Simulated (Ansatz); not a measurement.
## CaSe: a vibration from a frozen displacement

Level of theory: DFT PBEsol, scalar-relativistic, plane waves, PAW in Ansatz. Cutoff 420 eV, Γ-centred 8×8×8 k-points, Gaussian smearing of 0.05 eV. No spin polarisation. Energies are free energies at this smearing, counted from the undisturbed cell; pressure is positive in compression.

Reference structure (as given, not relaxed at this level; it stands at -1.1 GPa):

```yaml
crystal:
  lattice:
    - [0.00000, 2.95600, 2.95600]
    - [2.95600, 0.00000, 2.95600]
    - [2.95600, 2.95600, 0.00000]
  atoms:
    - { symbol: Ca, position: [0.00000, 0.00000, 0.00000] }
    - { symbol: Se, position: [0.50000, 0.50000, 0.50000] }
```

Every Se atom is moved by x along the Cartesian unit vector (0.000, 0.000, -1.000); the cell and all other atoms stay fixed. The cell's volume is 51.66 Å³; the moved atoms weigh 78.971 u together and the others 40.078 u. Some rows repeat others by symmetry and weren't run.

| x (Å) | ΔE (meV/cell) | total force on the moved atoms along the move (eV/Å) | pressure (GPa) |
| --- | --- | --- | --- |
| -0.1000 | 14.92 | 0.3036 | -0.9278 |
| -0.0875 | 11.38 | 0.2636 | -0.9694 |
| -0.0750 | 8.33 | 0.2243 | -1.0054 |
| -0.0625 | 5.77 | 0.1858 | -1.0357 |
| -0.0500 | 3.68 | 0.1479 | -1.0604 |
| -0.0375 | 2.07 | 0.1105 | -1.0796 |
| -0.0250 | 0.92 | 0.0735 | -1.0933 |
| -0.0125 | 0.23 | 0.0367 | -1.1015 |
| 0.0000 | 0.00 | 0.0000 | -1.1043 |
| 0.0125 | 0.23 | -0.0367 | -1.1015 |
| 0.0250 | 0.92 | -0.0735 | -1.0933 |
| 0.0375 | 2.07 | -0.1105 | -1.0796 |
| 0.0500 | 3.68 | -0.1479 | -1.0604 |
| 0.0625 | 5.77 | -0.1858 | -1.0357 |
| 0.0750 | 8.33 | -0.2243 | -1.0054 |
| 0.0875 | 11.38 | -0.2636 | -0.9694 |
| 0.1000 | 14.92 | -0.3036 | -0.9278 |

Problem. What frequency belongs to this motion?

Solution. The force constant is k = −dF/dx = 2.936 eV/Å², from the parabola through x = -0.0125, 0 and 0.0125. In every cell the moved atoms swing against the rest, so the mass is μ = m₁m₂/(m₁ + m₂) = 26.586 u, and ν̃ = 521.5 cm⁻¹ × √(|k|/μ) = 173 cm⁻¹, at this cell's pressure of -1.1 GPa. To first order in x, and within 1 %, the force on every atom lies along the move and, within each of the two groups, in proportion to the atom's mass, so this is itself a mode at the zone centre of this cell, taken without macroscopic field (the transverse frequency in a polar insulator).

Problem. How far does the harmonic law reach?

Solution. At x = -0.100 Å, kx²/2 = 14.68 meV against the computed 14.92 meV (+1.7 %): the well is still close to harmonic there.